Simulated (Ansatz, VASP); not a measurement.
## TaN: VASP beside Ansatz

```
CELL_PARAMETERS angstrom
5.34055 0.00000 0.00000
-2.67027 4.62505 0.00000
0.00000 0.00000 2.90800
ATOMIC_POSITIONS crystal
Ta 0.00000 0.00000 0.00000
Ta 0.33333 0.66667 0.50000
Ta 0.66667 0.33333 0.50000
N 0.50000 0.00000 0.00000
N 0.50000 0.50000 0.00000
N 0.00000 0.50000 0.00000
```

Change from the starting cell: equal xx and yy strain of +3 %.

Alike in both runs: task single point; functional PBE; k mesh 5 × 5 × 8; occupations fermi-dirac, width 0.03 eV; no spin polarisation.

|  | VASP | Ansatz |
| --- | --- | --- |
| version | VASP 6.6.1 | Ansatz 0.2.0 |
| potentials or method | VASP PAW PBE potentials, release 64 (Ta_pv, N), cutoff 520 eV | all-electron LAPW, scalar-relativistic |

|  | VASP | Ansatz | Ansatz less VASP |
| --- | --- | --- | --- |
| pressure (GPa) | -4.9 | -5.4 | -0.46 |
| largest component of the traceless stress (GPa) | 4.15 | 4.06 | -0.094 |

Ansatz ran all-electron here, so the differences hold the error of VASP's frozen core and of both bases.

Spin-orbit coupling is left out, which matters for the levels of Ta.
